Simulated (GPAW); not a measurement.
CdSe (Cadmoselite): band structure with PBE

**Experimental background.**

A printed reference work, data compilation reports, for a bulk crystal of CdSe at 2 K: band gap 1.841 eV.

CdSe (Cadmoselite):

```xyz
4
Lattice="4.3000 0.0000 0.0000 -2.1500 3.7239 0.0000 0.0000 0.0000 7.0200" Properties=species:S:1:pos:R:3 pbc="T T T"
Cd    2.1500    1.2413    3.5100
Cd    0.0000    2.4826    0.0000
Se    2.1500    1.2413    6.2127
Se    0.0000    2.4826    2.7027
```

```yaml
Program: GPAW 26.7.0
Task: band structure
Functional: PBE
Potentials_or_basis: GPAW PAW data sets (gpaw-data 1.2.1)
Basis: fd
Grid_spacing: 0.16 Å
k_mesh: 5 × 5 × 3
Occupations: fermi-dirac, width 0.05 eV
Spin: no spin polarisation
Maxiter: 150
Band_path: GMKGALHA,LM,KH
Band_points: 80
```

* Band gap on the k mesh: 0.69 eV, direct
* Band gap along the path: 0.69 eV, direct

Levels at the corners of the path, in eV from the valence-band top:
| point | band 15 | band 16 | band 17 | band 18 | band 19 | band 20 | band 21 | band 22 |
| --- | --- | --- | --- | --- | --- | --- | --- | --- |
| Γ | -0.72 | -0.01 | 0.00 | 0.00 | 0.69 | 2.11 | 5.85 | 5.85 |
| M | -2.58 | -1.87 | -1.25 | -0.84 | 3.22 | 3.30 | 4.80 | 6.13 |
| K | -3.08 | -1.80 | -1.80 | -1.79 | 4.39 | 4.79 | 4.79 | 7.04 |
| Γ | -0.72 | -0.01 | 0.00 | 0.00 | 0.69 | 2.11 | 5.85 | 5.85 |
| A | -0.38 | -0.38 | -0.38 | -0.38 | 2.33 | 2.33 | 5.80 | 5.80 |
| L | -1.39 | -1.39 | -1.30 | -1.30 | 2.98 | 2.98 | 4.78 | 4.78 |
| H | -2.50 | -2.50 | -1.07 | -1.07 | 3.79 | 3.79 | 5.91 | 5.91 |
| A | -0.38 | -0.38 | -0.38 | -0.38 | 2.33 | 2.33 | 5.80 | 5.80 |
| L | -1.39 | -1.39 | -1.30 | -1.30 | 2.98 | 2.98 | 4.78 | 4.78 |
| M | -2.58 | -1.87 | -1.25 | -0.84 | 3.22 | 3.30 | 4.80 | 6.13 |
| K | -3.08 | -1.80 | -1.80 | -1.79 | 4.39 | 4.79 | 4.79 | 7.04 |
| H | -2.50 | -2.50 | -1.07 | -1.07 | 3.79 | 3.79 | 5.91 | 5.91 |

It took 16 min on 1 thread of Arm Neoverse V2, with other jobs on the host, peak memory 2.5 GiB.

Against the measured gap of CdSe, 1.841 eV (2 K; a printed reference work, data compilation), the calculated 0.69 eV is off by -1.15 eV. So large a miss can be the level of theory's own, or it may mean another phase, state or a wrong row. Spin-orbit coupling on Cd, Se is left out. The value is that of PBE, without temperature or zero-point motion. Semilocal functionals fall short of measured gaps as a rule.
